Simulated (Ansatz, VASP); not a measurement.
**One calculation of HfSiO4 (Hafnon), two programs**

```
Hf Si O
1.0
    -3.28625    3.28625    2.98160
     3.28625   -3.28625    2.98160
     3.28625    3.28625   -2.98160
Hf Si O
2 2 8
Cartesian
  0.0000 0.0000 0.0000
  0.0000 3.2862 1.4908
  0.0000 0.0000 2.9816
  3.2862 0.0000 1.4908
  2.0736 3.2862 1.0746
  3.2863 -1.2126 2.5654
  1.2126 0.0000 4.0562
  3.2862 1.2126 2.5654
  2.0736 0.0000 0.4162
  0.0000 1.2126 1.9070
  4.4989 0.0000 0.4162
  3.2862 2.0736 -1.0746
```

Alike in both runs: functional PBE; k mesh 6 × 6 × 6; occupations fermi-dirac, width 0.05 eV; no spin polarisation.

|  | VASP | Ansatz |
| --- | --- | --- |
| version | VASP 6.6.1 | Ansatz 0.2.0 |
| potentials or method | VASP PAW PBE potentials, release 64 (Hf_pv, Si, O) | Ansatz PAW |
| plane-wave cutoff (eV) | 520 | 420 |
| valence electrons in the cell | 76 | 108 |
| task | single point | band structure |

|  | VASP | Ansatz | Ansatz less VASP |
| --- | --- | --- | --- |
| gap on the k mesh at the Fermi level (eV) | 5.41 | 5.46 | +0.055 |
| least direct gap on the mesh (eV) | 5.76 | 5.82 | +0.051 |
| pressure (GPa) | 5.8 | 7.5 | +1.69 |
| largest component of the traceless stress (GPa) | 0.77 | 0.53 | -0.244 |
| rms of the force components (eV/Å) | 0.250 | 0.158 | -0.0917 |

Atom by atom the forces differ by 0.093 eV/Å (rms over components). With one functional, cell and mesh, what is left measures potentials, basis and numerics. The two sets of potentials don't hold the same shells in valence.

Caveats: spin-orbit coupling is left out, which moves the levels of the heavy elements; the pressure holds a Pulay correction of +0.8 GPa for the finite cutoff (Ansatz). A k mesh can miss the band edges. As with any semilocal functional, this PBE gap is likely too small.
